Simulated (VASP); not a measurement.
# InAs (F-43m) in VASP: notebook

Runs on InAs. Level: PBE. Tasks: single point.

Everything below comes from runs of VASP 6.6.1. Logs are shortened: lines on timing, memory, paths and dates and some standing lists are left out, and cuts for length are marked.

**The experiment to reproduce.**

A printed reference work, data compilation reports, for a bulk crystal of InAs at 4.2 K: band gap 0.418 eV (direct).

The results are compared with them further down.

## 1. The cell of the first run

Symmetry: F-43m, No. 216, cubic system. The conventional cell has a = 6.187 Å, b = 6.187 Å, c = 6.187 Å, α = 90.00°, β = 90.00°, γ = 90.00°. In (site symmetry -43m) has 4 As at 2.68 Å within 3.5 Å. As (site symmetry -43m) has 4 In at 2.68 Å within 3.5 Å.

## 2. Single point, PBE

Contents of INCAR:

```
PREC = Accurate ; ENCUT = 520
EDIFF = 1E-6 ; ISMEAR = 0
SIGMA = 0.1 ; LREAL = F
LASPH = T ; NELM = 80
ALGO = Normal ; ISIF = 2
LWAVE = F ; LCHARG = F
GGA = PE ; NBANDS = 16
```

Contents of KPOINTS:

```
Automatic mesh
0
Gamma
  12 12 12
```

Contents of POSCAR:

```
InAs
1.0
    0.0000000000      3.0936736861      3.0936736861
    3.0936736861      0.0000000000      3.0936736861
    3.0936736861      3.0936736861      0.0000000000
In As
1 1
Direct
    0.0000000000      0.0000000000      0.0000000000
    0.2500000000      0.2500000000      0.2500000000
```

Potentials or basis: VASP PAW PBE potentials, release 64 (In_d, As).

Run with:

```sh
> cat potpaw_PBE.64/In_d/POTCAR potpaw_PBE.64/As/POTCAR > POTCAR
> mpirun -np 1 vasp_std > vasp.out
```

OUTCAR:

```text
PREC = Accurate
   ENCUT = 520
   EDIFF = 1E-6
   ISMEAR = 0
   LREAL = F
   LASPH = T
   NELM = 80
   ISIF = 2
   GGA = PE

 ion  position               nearest neighbor table
   1  0.000  0.000  0.000-   2 2.68   2 2.68   2 2.68   2 2.68
   2  0.250  0.250  0.250-   1 2.68   1 2.68   1 2.68   1 2.68

  LATTYP: Found a face centered cubic cell.
 ALAT       =     6.1873473722

  Lattice vectors:

 A1 = (   0.0000000000,   3.0936736861,   3.0936736861)
 A2 = (   3.0936736861,   0.0000000000,   3.0936736861)
 A3 = (   3.0936736861,   3.0936736861,   0.0000000000)

Analysis of symmetry for initial positions (statically):
=====================================================================
 Subroutine PRICEL returns:
 Original cell was already a primitive cell.

 Routine SETGRP: Setting up the symmetry group for a
 face centered cubic supercell.

 Subroutine GETGRP returns: Found 24 space group operations
 (whereof 24 operations were pure point group operations)
 out of a pool of 48 trial point group operations.

The static configuration has the point symmetry T_d .

Analysis of symmetry for dynamics (positions and initial velocities):
=====================================================================
 Subroutine PRICEL returns:
 Original cell was already a primitive cell.

 Routine SETGRP: Setting up the symmetry group for a
 face centered cubic supercell.

 Subroutine GETGRP returns: Found 24 space group operations
 (whereof 24 operations were pure point group operations)
 out of a pool of 48 trial point group operations.

The dynamic configuration has the point symmetry T_d .

 Subroutine INISYM returns: Found 24 space group operations
 (whereof 24 operations are pure point group operations),
 and found     1 'primitive' translations

----------------------------------------------------------------------------------------

                                     Primitive cell

  volume of cell :      59.2180

  direct lattice vectors                    reciprocal lattice vectors
     0.000000000  3.093673686  3.093673686    -0.161620148  0.161620148  0.161620148
     3.093673686  0.000000000  3.093673686     0.161620148 -0.161620148  0.161620148
     3.093673686  3.093673686  0.000000000     0.161620148  0.161620148 -0.161620148

  length of vectors
     4.375115284  4.375115284  4.375115284     0.279934308  0.279934308  0.279934308

  position of ions in fractional coordinates (direct lattice)
     0.000000000  0.000000000  0.000000000
     0.250000000  0.250000000  0.250000000

[... 76 lines left out ...]
   EDIFF  = 0.1E-05   stopping-criterion for ELM
   LREAL  =      F    real-space projection
   EDIFFG = 0.1E-04   stopping-criterion for IOM
   NSW    =      0    number of steps for IOM
   IBRION =     -1    ionic relax: 0-MD 1-quasi-New 2-CG
   NFREE  =      0    steps in history (QN), initial steepest desc. (CG)
   ISIF   =      2    stress and relaxation
   ISYM   =      2    0-nonsym 1-usesym 2-fastsym
   POTIM  = 0.5000    time-step for ionic-motion
   TEBEG  =    0.0;   TEEND  =   0.0 temperature during run
   PSTRESS=    0.0 pullay stress
   NELECT =      18.0000    total number of electrons
   NUPDOWN=      -1.0000    fix difference up-down
   EMIN   =  10.00;   EMAX   =-10.00  energy-range for DOS
   EFERMI =   0.00;   METHOD = LEGACY
   ISMEAR =     0;   SIGMA  =   0.10  broadening in eV -4-tet -1-fermi 0-gaus
   EFERMI_NEDOS =   21; number of points for ismear=-14 and -15
   IALGO  =     38    algorithm
   IMIX   =      4    mixing-type and parameters
     AMIX     =   0.40;   BMIX     =  1.00
     AMIX_MAG =   1.60;   BMIX_MAG =  1.00
  volume/ion in A,a.u.               =      29.61       199.81
  Fermi-wavevector in a.u.,A,eV,Ry     =   1.100731  2.080080 16.484935  1.211609
  Thomas-Fermi vector in A             =   2.237147
   LORBIT       =      0    0 simple, 1 ext, 2 COOP (PROOUT), +10 PAW based schemes
   GGA     = PE    functional components
   LHFCALC =     F    Hartree Fock is set to
   AEXX    =    0.0000 exact exchange contribution
   IVDW    =     0    specifies the selected vdW correction
   LEPSILON=     F    determine dielectric tensor
   LRPA    =     F    only Hartree local field effects (RPA)
 non-spin polarized calculation
 Gauss-broadening in eV      SIGMA  =   0.10
  energy-cutoff  :      520.00
  volume of cell :       59.22
 maximum number of plane-waves:      1639
 NGX is ok and might be reduce to    36
   NGX = 17   NGY = 17   NGZ = 17

 number of electron      17.9999997 magnetization

 Free energy of the ion-electron system (eV)
  ---------------------------------------------------
  ext. energy  EPLUGINS =         0.00000000
  ---------------------------------------------------
  free energy    TOTEN  =        -7.71974034 eV

  energy without entropy =       -7.71958181  energy(sigma->0) =       -7.71966108

 E-fermi :   3.9018     XC(G=0):  -8.7949

 val. band max:        3.8365940534   @ k =   0.0000   0.0000   0.0000
 cond. band min:       4.4604202898   @ k =   0.0833   0.0000   0.0000
 fundamental gap:      0.6238262364
 Fermi energy:         3.9017921355

 k-point     1 :       0.0000    0.0000    0.0000
  band No.  band energies     occupation
      1     -10.4294      2.00000
      2     -10.4294      2.00000
      3     -10.4294      2.00000
      4     -10.3297      2.00000
      5     -10.3297      2.00000
      6      -7.6026      2.00000
[... 433 lines left out ...]
      3     -10.3952      2.00000
      4     -10.3288      2.00000
      5     -10.3247      2.00000
      6      -6.2061      2.00000
[... 8 lines left out ...]
     15      13.3329      0.00000
     16      13.7530      0.00000

 [... further k-points ...]

------------------------ aborting loop because EDIFF is reached ----------------------------------------

  FORCE on cell =-STRESS in cart. coord.  units (eV):
  Direction    XX          YY          ZZ          XY          YZ          ZX
  --------------------------------------------------------------------------------------
  -------------------------------------------------------------------------------------
  Total        0.0070671      0.0070671      0.0070671      0.0000000     -0.0000000     -0.0000000
  in kB        0.1912058      0.1912058      0.1912058      0.0000000     -0.0000000     -0.0000000
  external PRESSURE =       0.1912058 kB  Pullay stress =       0.0000000 kB

 VOLUME and BASIS-vectors are now :
 -----------------------------------------------------------------------------
  energy-cutoff  :      520.00
  volume of cell :       59.22
      direct lattice vectors                 reciprocal lattice vectors
     0.000000000  3.093673686  3.093673686    -0.161620148  0.161620148  0.161620148
     3.093673686  0.000000000  3.093673686     0.161620148 -0.161620148  0.161620148
     3.093673686  3.093673686  0.000000000     0.161620148  0.161620148 -0.161620148

 POSITION                                       TOTAL-FORCE (eV/Angst)
 -----------------------------------------------------------------------------------
      0.00000      0.00000      0.00000         0.000000      0.000000      0.000000
      1.54684      1.54684      1.54684        -0.000000     -0.000000     -0.000000
 -----------------------------------------------------------------------------------
    total drift:                               -0.000000     -0.000000     -0.000000

  FREE ENERGIE OF THE ION-ELECTRON SYSTEM (eV)
  ---------------------------------------------------
  free  energy   TOTEN  =        -7.7197403399 eV

  energy  without entropy=       -7.7195818135  energy(sigma->0) =       -7.71966108
```

It took 32 s on 1 thread of Intel Xeon 6975P-C (Granite Rapids), shared host; peak memory 0.24 GiB.

What came out:

```yaml
Free_energy: -7.7197 eV
Pressure: 0.0 GPa
Band_gap_on_the_k_mesh: zero (filled and empty bands touch)
```

Caveat: spin-orbit coupling is left out, which moves the levels of the heavy elements.

## 3. Single point, PBE

This run uses another cell than the first one, of 28.85 Å³/atom, 0.974 times its volume.

Contents of INCAR:

```
  PREC = Accurate
  ENCUT = 500
  EDIFF = 1E-6
  ISMEAR = 0
  SIGMA = 0.1
  LREAL = False
  LASPH = True
  NELM = 120
  ALGO = Normal
  ISIF = 2
  LWAVE = False
  LCHARG = False
  GGA = PE
  NBANDS = 16
  GGA_COMPAT = False
```

Contents of KPOINTS:

```
regular mesh
0
Gamma
  6 6 6
```

Contents of POSCAR:

```
InAs
1.0
    0.0000000000      3.0669421096      3.0669421096
    3.0669421096      0.0000000000      3.0669421096
    3.0669421096      3.0669421096      0.0000000000
In As
1 1
Direct
    0.0000000000      0.0000000000      0.0000000000
    0.2500000000      0.2500000000      0.2500000000
```

Potentials or basis: VASP PAW PBE potentials, release 64 (In_d, As).

Run with:

```sh
> cat potpaw_PBE.64/In_d/POTCAR potpaw_PBE.64/As/POTCAR > POTCAR
> mpirun -np 1 vasp_std > vasp.out
```

Wall time 8 s (1 thread of AMD EPYC 9R45 (Zen 5), shared host); peak memory 0.15 GiB.

It converged, with:

```yaml
Free_energy: -7.6956 eV
Pressure: 1.4 GPa
Band_gap_on_the_k_mesh: zero (filled and empty bands touch)
```

Levels at points of the mesh, in eV from the Fermi level:
| k point | band 7 | band 8 | band 9 | band 10 | band 11 | band 12 |
| --- | --- | --- | --- | --- | --- | --- |
| (0.00, 0.00, 0.00) | -0.45 | -0.03 | -0.03 | -0.03 | 3.85 | 3.85 |
| (0.50, 0.00, 0.00) | -5.59 | -0.96 | -0.96 | 0.83 | 4.62 | 4.62 |
| (0.50, 0.50, 0.00) | -5.69 | -2.21 | -2.21 | 1.58 | 2.02 | 8.88 |

Caveat: spin-orbit coupling is left out, which moves the levels of the heavy elements.

## 4. Against experiment

Step 2. Measured gap of InAs: 0.418 eV (direct; 4.2 K; a printed reference work, data compilation). This calculation gives 0.00 eV (-0.42 eV). Spin-orbit coupling on As, In is left out. The value is that of PBE on a finite k mesh, which can miss the band edges, without temperature or zero-point motion. Semilocal functionals fall short of measured gaps as a rule.

Step 3. A measured gap of InAs is 0.418 eV (direct; 4.2 K; a printed reference work, data compilation); the calculated 0.00 eV misses it by -0.42 eV. Spin-orbit coupling on As, In is left out. The value is that of PBE on a finite k mesh, which can miss the band edges, without temperature or zero-point motion. Semilocal functionals fall short of measured gaps as a rule.
